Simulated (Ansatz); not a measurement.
Consider BaSnO3 in the cubic perovskite structure (space group Pm-3m, No. 221; a = 4.1760 Å).

Method: Kohn–Sham DFT with the PBE functional, run in Ansatz (a quantum-chemistry and plane-wave program) with PAW and 420 eV plane waves, no SOC.

One change was made to it. Results:

The band gap grows by 0.18 eV to 0.66 eV; the gap character remains indirect, R → Γ; the smallest direct gap rises by 0.18 eV, from 0.97 eV to 1.15 eV; the volume per atom decreases by 0.218 Å³ (14.56 Å³ → 14.35 Å³).

Q: Name the change that was made.
(A) pressure −2 GPa
(B) pressure 15 GPa
(C) pressure 4.5 GPa
(D) pressure 2.1 GPa

A: D, pressure 2.1 GPa. For comparison, the band gap in the other runs: pressure 15 GPa gives 1.60 eV; pressure 4.5 GPa gives 0.85 eV; pressure −2 GPa gives 0.30 eV.

Load acts through the strain it causes; cell and atoms are relaxed under it. Whether these cells are dynamically stable was not tested. No other phases were tried under pressure. The zero or small gap of BaSnO3 under pressure −2 GPa can change with the level of theory.
